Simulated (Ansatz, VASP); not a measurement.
This is a calculation of SnO for VASP 6.6.1.

Contents of INCAR:

```
PREC = Accurate ; ENCUT = 520
EDIFF = 1E-7 ; ISMEAR = -1
SIGMA = 0.05 ; LREAL = False
LASPH = True ; NELM = 100
ALGO = Normal ; ISIF = 2
LWAVE = False ; LCHARG = False
GGA = PE ; NBANDS = 17
```

The input KPOINTS:

```
Automatic mesh
0
Gamma
  9 9 9
```

The input POSCAR:

```
SnO
1.0
    3.0679951215      0.0000000000      0.0000000000
    0.0000000000      3.0679951215      0.0000000000
    0.0000000000      0.0000000000      3.0679951215
Sn O
1 1
Direct
    0.0000000000      0.0000000000      0.0000000000
    0.5000000000      0.5000000000      0.5000000000
```

Potentials or basis: VASP PAW PBE potentials, release 64 (Sn_d, O).

The run is started by

```bash
$ cat potpaw_PBE.64/Sn_d/POTCAR potpaw_PBE.64/O/POTCAR > POTCAR
$ mpirun -np 1 vasp_std > vasp.out
```

Task: Translate it to Ansatz 0.2.0. Potentials there: Ansatz PAW.

Result: As run (the cutoff follows the program's own potentials):

The input input.yaml:

```yaml
crystal:
  lattice:
    - [3.0679951215, 0.0, 0.0]
    - [0.0, 3.0679951215, 0.0]
    - [0.0, 0.0, 3.0679951215]
  atoms:
    - { symbol: Sn, position: [0.0, 0.0, 0.0] }
    - { symbol: O, position: [0.5, 0.5, 0.5] }
hamiltonian:
  xc: pbe
  pseudopotentials: { kind: paw }
kpoints:
  mp_grid: { grid: [9, 9, 9] }
scf:
  occupations: { method: fermi_dirac, width: 0.05 }
output:
  forces: true
  stress: true
  eigenvalues: true
```

Potentials or basis: Ansatz PAW.

The run is started by

```sh
$ ansatz run input.yaml --threads 1 --pin off --max-ram 3584MiB --backend cpu --events-out ev --progress --plain --runs-dir out
```

Both were run:

|  | VASP | Ansatz | Ansatz less VASP |
| --- | --- | --- | --- |
| gap on the k mesh at the Fermi level (eV) | 0.33 | 0.33 | +0.006 |
| least direct gap on the mesh (eV) | 1.01 | 1.02 | +0.001 |
| pressure (GPa) | 7.1 | 7.1 | -0.02 |

Caveats: spin-orbit coupling is left out, which moves the levels of the heavy elements; an odd mesh through Γ misses points on the zone boundary, where band edges often lie (VASP); odd divisions of the mesh miss points on the zone boundary, where band edges often lie, so the gap on the mesh can be too wide (Ansatz); the pressure holds a Pulay correction of +0.5 GPa for the finite cutoff (Ansatz).
